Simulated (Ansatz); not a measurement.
Three rocksalt compounds, relaxed with r2SCAN in Ansatz 0.2.0. No spin polarisation and no zero-point or thermal motion.

```json
{"compound": "MgS", "a (Å)": "5.203", "gap, HSE06 (eV)": "3.80 (Γ → X)"}
{"compound": "MgSe", "a (Å)": "5.473", "gap, HSE06 (eV)": "2.66 (Γ → X)"}
{"compound": "KF", "a (Å)": "5.318", "gap, HSE06 (eV)": "not needed"}
```

**Question.** What is the misfit strain of a coherent MgS film on KF?

**Answer.** ε∥ = (a_sub − a_film)/a_film = (5.318 − 5.203)/5.203 = +2.21 %: the film is in tension in the plane. At this size it stays coherent only while very thin.

**Question.** By Vegard's law, which share x of MgSe in (MgS)₁₋ₓ(MgSe)ₓ matches the substrate?

**Answer.** (1 − x) × 5.203 + x × 5.473 = 5.318 gives x = (5.318 − 5.203)/(5.473 − 5.203) = 0.426.

**Question.** Without bowing, what gap would that alloy have?

**Answer.** (1 − 0.426) × 3.80 + 0.426 × 2.66 = 3.31 eV with HSE06. Bowing would lower it by b x(1 − x) = 0.245 b.

Spin-orbit coupling is left out.

The meshes of the hybrids are coarse, so their gaps aren't converged to the digits shown.
